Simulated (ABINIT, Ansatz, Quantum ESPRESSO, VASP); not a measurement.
La2O3: programs and potentials compared

```
La O
1.0
     3.93078    0.00000    0.00000
    -1.96539    3.40415    0.00000
     0.00000    0.00000    6.11195
La O
2 3
Direct
  0.33947 0.65881 0.24598
  0.67546 0.33874 0.75523
  0.00556 0.00248 0.99664
  0.33621 0.66433 0.65016
  0.67194 0.32665 0.35699
```

The cell is a database's computed one, not the measured one.

Atoms were shifted at random by some hundredths of an Å from the given cell, which wasn't relaxed again for these runs.

Alike in all runs: task single point; functional PBE; k mesh 8 × 8 × 5; occupations fermi-dirac, width 0.05 eV; no spin polarisation; no spin-orbit coupling. Pressure is positive in compression and, in plane waves, holds the error of the finite cutoff, which Ansatz's Pulay term estimates and takes out.

| program and potentials | plane-wave cutoff (eV) | notes | pressure (GPa) | largest force (eV/Å) | energy over the undisturbed cell (meV/atom) |
| --- | --- | --- | --- | --- | --- |
| Ansatz, Ansatz PAW (earlier soft set) | 420 | Pulay term of +0.26 GPa included | 1.83 | 0.255 | 2.37 |
| Quantum ESPRESSO, SSSP 1.3 efficiency PBE | 748 | - | 2.28 | 0.257 | 2.34 |
| Ansatz, all-electron LAPW, scalar-relativistic | - | - | 1.83 | 0.255 | - |
| VASP, PBE PAW files La, O, 520 eV | 520 | - | 1.51 | 0.255 | - |
| ABINIT, JTH PAW PBE v2.0 | 626 | - | 2.66 | 0.262 | - |

Force on atom 3 (O), eV/Å:

| program and potentials | x | y | z |
| --- | --- | --- | --- |
| Ansatz, Ansatz PAW (earlier soft set) | 0.015 | -0.053 | 0.249 |
| Quantum ESPRESSO, SSSP 1.3 efficiency PBE | 0.016 | -0.054 | 0.250 |
| Ansatz, all-electron LAPW, scalar-relativistic | 0.015 | -0.053 | 0.249 |
| VASP, PBE PAW files La, O, 520 eV | 0.015 | -0.053 | 0.249 |
| ABINIT, JTH PAW PBE v2.0 | 0.016 | -0.055 | 0.249 |

The pressure spans 1.51 (VASP, PBE PAW files La, O, 520 eV) to 2.66 GPa (ABINIT, JTH PAW PBE v2.0), with all-electron results at 1.83.

Differences between rows come from potentials, basis sets and numerical settings, since the functional is the same but for its coding. Runs on potential files found faulty are left out.
